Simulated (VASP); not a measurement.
# ZnS (P6_3mc) in VASP: further runs

Aim: see how the results for ZnS move with the level of theory and the settings. Levels: RPBE, PBE, r2SCAN. Tasks: single point.

Everything below comes from runs of VASP 6.6.1. Logs are shortened: lines on timing, memory, paths and dates and some standing lists are left out, and cuts for length are marked.

**What was measured.**

From a printed reference work, monograph, for a bulk crystal of ZnS at 4 K: band gap 3.911 eV (direct).

The results are compared with them further down.

## 1. The cell of the first run

Symmetry: P6_3mc, No. 186, hexagonal system. Conventional cell: a = 3.848 Å, b = 3.848 Å, c = 12.603 Å, α = 90.00°, β = 90.00°, γ = 120.00°. Zn (site symmetry 3m) has 4 S at 2.36 Å within 3.1 Å. Zn (site symmetry 3m) has 4 S at 2.36 Å within 3.1 Å. Within 3.1 Å of S (site symmetry 3m) lie 4 Zn at 2.36 Å. Within 3.1 Å of S (site symmetry 3m) lie 4 Zn at 2.36 Å.

## 2. Single point, RPBE

Contents of INCAR:

```
SYSTEM = ZnS
  PREC = Accurate
  ENCUT = 520
  EDIFF = 1E-6
  ISMEAR = -1
  SIGMA = 0.05
  LREAL = .False.
  LASPH = .True.
  NELM = 100
  ALGO = Normal
  ISIF = 2
  LWAVE = .False.
  LCHARG = .False.
  GGA = RP
  NBANDS = 46
```

Contents of KPOINTS:

```
Automatic mesh
0
Gamma
  8 8 3
  0 0 0
```

Contents of POSCAR:

```
ZnS
1.0
    3.8480166318      0.0000000000      0.0000000000
   -1.9240083159      3.3324801573      0.0000000000
    0.0000000000      0.0000000000     12.6029163237
Zn S
4 4
Direct
    0.6666666667      0.3333333333      0.7500000000
    0.3333333333      0.6666666667      0.2500000000
    0.0000000000      0.0000000000      0.5000000000
    0.0000000000      0.0000000000      0.0000000000
    0.6666666667      0.3333333333      0.9375000000
    0.3333333333      0.6666666667      0.4375000000
    0.0000000000      0.0000000000      0.6875000000
    0.0000000000      0.0000000000      0.1875000000
```

Potentials or basis: VASP PAW PBE potentials, release 64 (Zn, S).

Started as:

```console
cat potpaw_PBE.64/Zn/POTCAR potpaw_PBE.64/S/POTCAR > POTCAR
mpirun -np 1 vasp_std > vasp.out
```

OUTCAR:

```text
SYSTEM = ZnS
   PREC = Accurate
   ENCUT = 520
   EDIFF = 1E-6
   ISMEAR = -1
   LREAL = .False.
   LASPH = .True.
   NELM = 100
   ISIF = 2
   GGA = RP

 ion  position               nearest neighbor table
   1  0.667  0.333  0.750-   7 2.36   7 2.36   7 2.36   5 2.36
   2  0.333  0.667  0.250-   8 2.36   8 2.36   8 2.36   6 2.36
   3  0.000  0.000  0.500-   6 2.36   6 2.36   6 2.36   7 2.36
   4  0.000  0.000  0.000-   5 2.36   5 2.36   5 2.36   8 2.36
   5  0.667  0.333  0.938-   4 2.36   4 2.36   4 2.36   1 2.36
   6  0.333  0.667  0.438-   3 2.36   3 2.36   3 2.36   2 2.36
   7  0.000  0.000  0.688-   1 2.36   1 2.36   1 2.36   3 2.36
   8  0.000  0.000  0.188-   2 2.36   2 2.36   2 2.36   4 2.36

  LATTYP: Found a hexagonal cell.
 ALAT       =     3.8480166318
 C/A-ratio  =     3.2751719989

  Lattice vectors:

 A1 = (   3.8480166318,   0.0000000000,   0.0000000000)
 A2 = (  -1.9240083159,   3.3324801573,   0.0000000000)
 A3 = (   0.0000000000,   0.0000000000,  12.6029163237)

Analysis of symmetry for initial positions (statically):
=====================================================================
 Subroutine PRICEL returns:
 Original cell was already a primitive cell.

 Routine SETGRP: Setting up the symmetry group for a
 hexagonal supercell.

 Subroutine GETGRP returns: Found 12 space group operations
 (whereof  6 operations were pure point group operations)
 out of a pool of 24 trial point group operations.

The static configuration has the point symmetry C_3v.
 The point group associated with its full space group is C_6v.

Analysis of symmetry for dynamics (positions and initial velocities):
=====================================================================
 Subroutine PRICEL returns:
 Original cell was already a primitive cell.

 Routine SETGRP: Setting up the symmetry group for a
 hexagonal supercell.

 Subroutine GETGRP returns: Found 12 space group operations
 (whereof  6 operations were pure point group operations)
 out of a pool of 24 trial point group operations.

The dynamic configuration has the point symmetry C_3v.
 The point group associated with its full space group is C_6v.

 Subroutine INISYM returns: Found 12 space group operations
 (whereof  6 operations are pure point group operations),
 and found     1 'primitive' translations

----------------------------------------------------------------------------------------

                                     Primitive cell

  volume of cell :     161.6127

  direct lattice vectors                    reciprocal lattice vectors
     3.848016632  0.000000000  0.000000000     0.259874137  0.150038403  0.000000000
    -1.924008316  3.332480157  0.000000000     0.000000000  0.300076806  0.000000000
     0.000000000  0.000000000 12.602916324     0.000000000  0.000000000  0.079346714

  length of vectors
     3.848016632  3.848016632 12.602916324     0.300076805  0.300076806  0.079346714

  position of ions in fractional coordinates (direct lattice)
     0.666666667  0.333333333  0.750000000
     0.333333333  0.666666667  0.250000000
     0.000000000  0.000000000  0.500000000
     0.000000000  0.000000000  0.000000000
     0.666666667  0.333333333  0.937500000
     0.333333333  0.666666667  0.437500000
     0.000000000  0.000000000  0.687500000
     0.000000000  0.000000000  0.187500000

  ion indices of the primitive-cell ions
   primitive index   ion index
                 1           1
                 2           2
                 3           3
                 4           4
                 5           5
                 6           6
                 7           7
                 8           8

----------------------------------------------------------------------------------------

 KPOINTS: Automatic mesh

Automatic generation of k-mesh.
 Grid dimensions read from file:
 generate k-points for:    8    8    3

 Generating k-lattice:

  Cartesian coordinates                     Fractional coordinates (reciprocal lattice)
     0.032484267  0.018754800  0.000000000     0.125000000  0.000000000  0.000000000
     0.000000000  0.037509601  0.000000000     0.000000000  0.125000000  0.000000000
     0.000000000  0.000000000  0.026448905     0.000000000  0.000000000  0.333333333

  Length of vectors
     0.037509601  0.037509601  0.026448905

  Shift w.r.t. Gamma in fractional coordinates (k-lattice)
     0.000000000  0.000000000  0.000000000

 Subroutine IBZKPT returns following result:
 ===========================================

 Found     20 irreducible k-points:

 Following reciprocal coordinates:
            Coordinates               Weight
  0.000000  0.000000  0.000000      1.000000
  0.125000 -0.000000  0.000000      6.000000
  0.250000 -0.000000  0.000000      6.000000
  0.375000  0.000000  0.000000      6.000000
  0.500000 -0.000000  0.000000      3.000000
  0.125000  0.125000  0.000000      6.000000
[... 12 lines left out ...]
  0.250000  0.250000  0.333333     12.000000
  0.375000  0.250000  0.333333     12.000000
   k-points           NKPTS =     20   k-points in BZ     NKDIM =     20   number of bands    NBANDS=     46
   number of dos      NEDOS =    301   number of ions     NIONS =      8
   total plane-waves  NPLWV =  86400
   dimension x,y,z NGX =    30 NGY =   30 NGZ =   96
   dimension x,y,z NGXF=    60 NGYF=   60 NGZF=  192
   ions per type =               4   4
   NGX,Y,Z   is equivalent  to a cutoff of  12.96, 12.96, 12.66 a.u.
   NGXF,Y,Z  is equivalent  to a cutoff of  25.92, 25.92, 25.33 a.u.
 SYSTEM =  ZnS
   PREC   = accura    normal or accurate (medium, high low for compatibility)
   ISTART =      0    job   : 0-new  1-cont  2-samecut
   ICHARG =      2    charge: 1-file 2-atom 10-const
   ISPIN  =      1    spin polarized calculation?
   LNONCOLLINEAR =      F non collinear calculations
   LSORBIT =      F    spin-orbit coupling
   LASPH  =      T    aspherical Exc in radial PAW
   ENCUT  =  520.0 eV  38.22 Ry    6.18 a.u.   7.15  7.15 23.43*2*pi/ulx,y,z
   NELM   =    100;   NELMIN=  2; NELMDL= -5     # of ELM steps
   EDIFF  = 0.1E-05   stopping-criterion for ELM
   LREAL  =      F    real-space projection
   EDIFFG = 0.1E-04   stopping-criterion for IOM
   NSW    =      0    number of steps for IOM
   IBRION =     -1    ionic relax: 0-MD 1-quasi-New 2-CG
   NFREE  =      0    steps in history (QN), initial steepest desc. (CG)
   ISIF   =      2    stress and relaxation
   ISYM   =      2    0-nonsym 1-usesym 2-fastsym
   POTIM  = 0.5000    time-step for ionic-motion
   TEBEG  =    0.0;   TEEND  =   0.0 temperature during run
   PSTRESS=    0.0 pullay stress
   NELECT =      72.0000    total number of electrons
   NUPDOWN=      -1.0000    fix difference up-down
   EMIN   =  10.00;   EMAX   =-10.00  energy-range for DOS
   EFERMI =   0.00;   METHOD = LEGACY
   ISMEAR =    -1;   SIGMA  =   0.05  broadening in eV -4-tet -1-fermi 0-gaus
   EFERMI_NEDOS =   21; number of points for ismear=-14 and -15
   IALGO  =     38    algorithm
   IMIX   =      4    mixing-type and parameters
     AMIX     =   0.40;   BMIX     =  1.00
     AMIX_MAG =   1.60;   BMIX_MAG =  1.00
  volume/ion in A,a.u.               =      20.20       136.33
  Fermi-wavevector in a.u.,A,eV,Ry     =   1.250337  2.362795 21.270573  1.563343
  Thomas-Fermi vector in A             =   2.384336
   LORBIT       =      0    0 simple, 1 ext, 2 COOP (PROOUT), +10 PAW based schemes
   GGA     = RP    functional components
   LHFCALC =     F    Hartree Fock is set to
   AEXX    =    0.0000 exact exchange contribution
   IVDW    =     0    specifies the selected vdW correction
   LEPSILON=     F    determine dielectric tensor
   LRPA    =     F    only Hartree local field effects (RPA)
 non-spin polarized calculation
  energy-cutoff  :      520.00
  volume of cell :      161.61
 maximum number of plane-waves:      4377
 NGX is ok and might be reduce to    30
   NGX = 15   NGY = 15   NGZ = 47

 number of electron      72.0000049 magnetization

 Free energy of the ion-electron system (eV)
  ---------------------------------------------------
  ext. energy  EPLUGINS =         0.00000000
  ---------------------------------------------------
  free energy    TOTEN  =       -24.76600918 eV

  energy without entropy =      -24.76600918  energy(sigma->0) =      -24.76600918

 E-fermi :   3.0369     XC(G=0):  -9.2905

 val. band max:        2.0107808659   @ k =   0.0000   0.0000   0.0000
 cond. band min:       4.2240086041   @ k =   0.0000   0.0000   0.0000
 fundamental gap:      2.2132277383
 Fermi energy:         3.0369480976

 k-point     1 :       0.0000    0.0000    0.0000
  band No.  band energies     occupation
      1     -10.9628      2.00000
      2     -10.5687      2.00000
      3     -10.5569      2.00000
      4     -10.0898      2.00000
      5      -4.1915      2.00000
      6      -4.1884      2.00000
[... 38 lines left out ...]
     45       8.7442      0.00000
     46       8.8890      0.00000

 k-point     2 :       0.1250   -0.0000    0.0000
  band No.  band energies     occupation
      1     -10.8637      2.00000
      2     -10.4872      2.00000
      3     -10.4754      2.00000
      4     -10.0352      2.00000
      5      -4.1943      2.00000
      6      -4.1766      2.00000
[... 38 lines left out ...]
     45       8.7591      0.00000
     46       9.0615      0.00000

 k-point     3 :       0.2500   -0.0000    0.0000
  band No.  band energies     occupation
      1     -10.5987      2.00000
      2     -10.2784      2.00000
      3     -10.2668      2.00000
      4      -9.9085      2.00000
      5      -4.2036      2.00000
      6      -4.1744      2.00000
[... 822 lines left out ...]
     45       9.2703      0.00000
     46       9.6398      0.00000

 k-point    20 :       0.3750    0.2500    0.3333
  band No.  band energies     occupation
      1      -9.9372      2.00000
      2      -9.9109      2.00000
      3      -9.8456      2.00000
      4      -9.8241      2.00000
      5      -4.1175      2.00000
      6      -4.1127      2.00000
[... 38 lines left out ...]
     45       9.4091      0.00000
     46       9.6428      0.00000

------------------------ aborting loop because EDIFF is reached ----------------------------------------

  FORCE on cell =-STRESS in cart. coord.  units (eV):
  Direction    XX          YY          ZZ          XY          YZ          ZX
  --------------------------------------------------------------------------------------
  -------------------------------------------------------------------------------------
  Total        2.6170302      2.6170302      2.4686346      0.0000000      0.0000000      0.0000000
  in kB       25.9444073     25.9444073     24.4732605      0.0000000      0.0000000      0.0000000
  external PRESSURE =      25.4540250 kB  Pullay stress =       0.0000000 kB

 VOLUME and BASIS-vectors are now :
 -----------------------------------------------------------------------------
  energy-cutoff  :      520.00
  volume of cell :      161.61
      direct lattice vectors                 reciprocal lattice vectors
     3.848016632  0.000000000  0.000000000     0.259874137  0.150038403  0.000000000
    -1.924008316  3.332480157  0.000000000     0.000000000  0.300076806  0.000000000
     0.000000000  0.000000000 12.602916324     0.000000000  0.000000000  0.079346714

 POSITION                                       TOTAL-FORCE (eV/Angst)
 -----------------------------------------------------------------------------------
      1.92401      1.11083      9.45219        -0.000000      0.000000      0.008620
     -0.00000      2.22165      3.15073         0.000000      0.000000      0.008620
      0.00000      0.00000      6.30146        -0.000000      0.000000      0.017504
      0.00000      0.00000      0.00000         0.000000     -0.000000      0.017504
      1.92401      1.11083     11.81523         0.000000      0.000000      0.012876
     -0.00000      2.22165      5.51378        -0.000000      0.000000      0.012876
      0.00000      0.00000      8.66450        -0.000000      0.000000     -0.039000
      0.00000      0.00000      2.36305        -0.000000     -0.000000     -0.039000
 -----------------------------------------------------------------------------------
    total drift:                               -0.000000     -0.000000     -0.000576

  FREE ENERGIE OF THE ION-ELECTRON SYSTEM (eV)
  ---------------------------------------------------
  free  energy   TOTEN  =       -24.7660091790 eV

  energy  without entropy=      -24.7660091789  energy(sigma->0) =      -24.76600918
```

It took 3.6 min on 1 thread of Intel Xeon Platinum 8488C (Sapphire Rapids), shared host; peak memory 0.33 GiB.

What came out:

| Item | Value |
| --- | --- |
| Free energy | -24.7660 eV |
| Pressure | 2.5 GPa |
| Largest force | 0.039 eV/Å |
| Band gap on the k mesh | 2.21 eV |

Forces on the atoms (eV/Å):
```
Zn   0.000  0.000  0.009
Zn   0.000  0.000  0.009
Zn   0.000  0.000  0.018
Zn   0.000  0.000  0.018
S    0.000  0.000  0.013
S    0.000  0.000  0.013
S    0.000  0.000 -0.039
S    0.000  0.000 -0.039
```

Stress tensor (GPa, compression positive):
```
2.59 0.00 0.00
0.00 2.59 0.00
0.00 0.00 2.45
```

Caveat: the PAW data sets were made with another functional, which shifts forces and pressure a little; an odd mesh through Γ misses points on the zone boundary, where band edges can lie.

## 3. Single point, PBE

This run uses another cell than the first one, of 18.62 Å³/atom.

Contents of INCAR:

```
ALGO     = Normal         # electronic algorithm
EDIFF    = 1E-6           # SCF threshold, eV
ENCUT    = 520            # plane-wave cutoff, eV
GGA      = PE             # functional
ISIF     = 2              # what is computed and relaxed
ISMEAR   = -1             # smearing method
LASPH    = True           # aspherical terms in the spheres
LCHARG   = False          # write CHGCAR
LREAL    = False          # projectors in reciprocal space
LWAVE    = False          # write WAVECAR
NBANDS   = 46             # bands
NELM     = 100            # most SCF steps
PREC     = Accurate       # precision mode
SIGMA    = 0.05           # smearing width, eV
```

Contents of KPOINTS:

```
k-points
0
Gamma
  8 8 3
```

Edit POSCAR of step 2 so:

```diff
@@ -2,5 +2,5 @@
 1.0
-    3.8480166318      0.0000000000      0.0000000000
-   -1.9240083159      3.3324801573      0.0000000000
-    0.0000000000      0.0000000000     12.6029163237
+    3.7446638178      0.0000000000      0.0000000000
+   -1.8723319089      3.2429739948      0.0000000000
+    0.0000000000      0.0000000000     12.2644180811
 Zn S
```

Potentials or basis: VASP PAW PBE potentials, release 64 (Zn, S).

Started as:

```console
cat potpaw_PBE.64/Zn/POTCAR potpaw_PBE.64/S/POTCAR > POTCAR
mpirun -np 1 vasp_std > vasp.out
```

OUTCAR:

```text
EDIFF = 1E-6
   ENCUT = 520
   GGA = PE
   ISIF = 2
   ISMEAR = -1
   LASPH = True
   LREAL = False
   NELM = 100
   PREC = Accurate

 ion  position               nearest neighbor table
   1  0.667  0.333  0.750-   7 2.29   7 2.29   7 2.29   5 2.30
   2  0.333  0.667  0.250-   8 2.29   8 2.29   8 2.29   6 2.30
   3  0.000  0.000  0.500-   6 2.29   6 2.29   6 2.29   7 2.30
   4  0.000  0.000  0.000-   5 2.29   5 2.29   5 2.29   8 2.30
   5  0.667  0.333  0.938-   4 2.29   4 2.29   4 2.29   1 2.30
   6  0.333  0.667  0.438-   3 2.29   3 2.29   3 2.29   2 2.30
   7  0.000  0.000  0.688-   1 2.29   1 2.29   1 2.29   3 2.30
   8  0.000  0.000  0.188-   2 2.29   2 2.29   2 2.29   4 2.30

  LATTYP: Found a hexagonal cell.
 ALAT       =     3.7446638178
 C/A-ratio  =     3.2751719988

  Lattice vectors:

 A1 = (   3.7446638178,   0.0000000000,   0.0000000000)
 A2 = (  -1.8723319089,   3.2429739948,   0.0000000000)
 A3 = (   0.0000000000,   0.0000000000,  12.2644180811)

[... 184 lines left out ...]

 val. band max:        2.6754971420   @ k =   0.0000   0.0000   0.0000
 cond. band min:       5.0880799064   @ k =   0.0000   0.0000   0.0000
 fundamental gap:      2.4125827644
 Fermi energy:         3.6681239422

 k-point     1 :       0.0000    0.0000    0.0000
  band No.  band energies     occupation
      1     -10.9005      2.00000
      2     -10.4378      2.00000
      3     -10.4256      2.00000
      4      -9.8632      2.00000
      5      -3.9138      2.00000
      6      -3.9095      2.00000
[... 969 lines left out ...]
     45      10.0899      0.00000
     46      10.3793      0.00000

------------------------ aborting loop because EDIFF is reached ----------------------------------------

  FORCE on cell =-STRESS in cart. coord.  units (eV):
  Direction    XX          YY          ZZ          XY          YZ          ZX
  --------------------------------------------------------------------------------------
  -------------------------------------------------------------------------------------
  Total        6.3900045      6.3900045      6.2478887      0.0000000      0.0000000      0.0000000
  in kB       68.7398376     68.7398376     67.2110406      0.0000000      0.0000000      0.0000000
  external PRESSURE =      68.2302386 kB  Pullay stress =       0.0000000 kB

 VOLUME and BASIS-vectors are now :
 -----------------------------------------------------------------------------
  energy-cutoff  :      520.00
  volume of cell :      148.94
      direct lattice vectors                 reciprocal lattice vectors
     3.744663818  0.000000000  0.000000000     0.267046669  0.154179466  0.000000000
    -1.872331909  3.242973995  0.000000000     0.000000000  0.308358933  0.000000000
     0.000000000  0.000000000 12.264418081     0.000000000  0.000000000  0.081536686

 POSITION                                       TOTAL-FORCE (eV/Angst)
 -----------------------------------------------------------------------------------
      1.87233      1.08099      9.19831         0.000000     -0.000000      0.014111
     -0.00000      2.16198      3.06610         0.000000      0.000000      0.014111
      0.00000      0.00000      6.13221         0.000000      0.000000      0.039911
      0.00000      0.00000      0.00000        -0.000000      0.000000      0.039911
      1.87233      1.08099     11.49789         0.000000      0.000000      0.006006
     -0.00000      2.16198      5.36568        -0.000000      0.000000      0.006006
      0.00000      0.00000      8.43179        -0.000000      0.000000     -0.060029
      0.00000      0.00000      2.29958         0.000000     -0.000000     -0.060029
 -----------------------------------------------------------------------------------
    total drift:                               -0.000002     -0.000003      0.001257

  FREE ENERGIE OF THE ION-ELECTRON SYSTEM (eV)
  ---------------------------------------------------
  free  energy   TOTEN  =       -27.1432653073 eV

  energy  without entropy=      -27.1432653072  energy(sigma->0) =      -27.14326531
```

stdout:

```text
POSCAR found type information on POSCAR ZnS
 POSCAR found :  2 types and       8 ions
 scaLAPACK will be used
 LDA part: xc-table for (Slater+PW92), standard interpolation
 POSCAR, INCAR and KPOINTS ok, starting setup
 FFT: planning ... GRIDC
 FFT: planning ... GRID_SOFT
 FFT: planning ... GRID
 WAVECAR not read
 entering main loop
```

Wall time 4.5 min (1 thread of Intel Xeon 8259CL, shared host); peak memory 0.31 GiB.

What came out:

```yaml
Free_energy: -27.1433 eV
Pressure: 6.8 GPa
Largest_force: 0.060 eV/Å
Band_gap_on_the_k_mesh: 2.41 eV
```

Forces in eV/Å, atoms in the order of the input:
```
Zn   0.000  0.000  0.014
Zn   0.000  0.000  0.014
Zn   0.000  0.000  0.040
Zn   0.000  0.000  0.040
S    0.000  0.000  0.006
S    0.000  0.000  0.006
S    0.000  0.000 -0.060
S    0.000  0.000 -0.060
```

Levels at points of the mesh, in eV from the valence-band top:
```tsv
k point	band 34	band 35	band 36	band 37	band 38	band 39
(0.00, 0.00, 0.00)	-0.04	0.00	0.00	2.41	3.30	3.55
(0.50, 0.00, 0.00)	-1.72	-1.22	-0.96	3.32	3.33	3.75
```

Caveat: the cell stands under pressure; an odd mesh through Γ misses points on the zone boundary, where band edges can lie.

(Part 1 of 2 ends here.)
